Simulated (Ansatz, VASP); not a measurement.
## AlCu in VASP and in Ansatz

Contents of INCAR:

```
PREC = Accurate ; ENCUT = 520
EDIFF = 1E-7 ; ISMEAR = 0
SIGMA = 0.15 ; LREAL = F
LASPH = T ; NELM = 80
ALGO = Fast ; ISIF = 2
LWAVE = F ; LCHARG = F
GGA = PS ; NBANDS = 14
```

File KPOINTS:

```
Automatic mesh
0
Gamma
  16 16 16
```

POSCAR

```
AlCu
1.0
    2.9975090000      0.0000000000      0.0000000000
    0.0000000000      2.9975090000      0.0000000000
    0.0000000000      0.0000000000      2.9975090000
Al Cu
1 1
Direct
    0.0000000000      0.0000000000      0.0000000000
    0.5000000000      0.5000000000      0.4165974147
```

Input for Ansatz:

```yaml
crystal:
  lattice:
    - [2.997509, 0.0, 0.0]
    - [0.0, 2.997509, 0.0]
    - [0.0, 0.0, 2.997509]
  atoms:
    - { symbol: Al, position: [0.0, 0.0, 0.0] }
    - { symbol: Cu, position: [0.5, 0.5, 0.4165974147] }
basis:
  ecutwfc: 420
kpoints:
  mp_grid: { grid: [16, 16, 16] }
hamiltonian:
  xc: pbesol
scf:
  occupations: { method: gaussian, width: 0.15 }
output:
  forces: true
  stress: true
  eigenvalues: true
```

Change from the starting cell: all Cu atoms moved -0.250 Å, as atom 2 along Cartesian [0 0 1].

Alike in both runs: task single point; functional PBEsol; k mesh 16 × 16 × 16; occupations gaussian, width 0.15 eV; no spin polarisation.

```csv
,VASP,Ansatz
version,VASP 6.6.1,Ansatz 0.2.0
potentials or method,"VASP PAW PBE potentials, release 64 (Al, Cu)","scalar-relativistic, plane waves, PAW"
plane-wave cutoff (eV),520,420
valence electrons in the cell,14,22
```

```csv
,VASP,Ansatz,Ansatz less VASP
gap on the k mesh at the Fermi level (eV),none,none,-
pressure (GPa),-1.6,-2.1,-0.41
largest component of the traceless stress (GPa),1.39,1.38,-0.018
rms of the force components (eV/Å),0.538,0.534,-0.0036
```

Atom by atom the forces differ by 0.004 eV/Å (rms over components). A gap of «none» marks a metal or a gap that the smearing closes. The two sets of potentials don't hold the same shells in valence.

Caveats: the PAW data sets were made with another functional, which shifts forces and pressure a little (VASP).
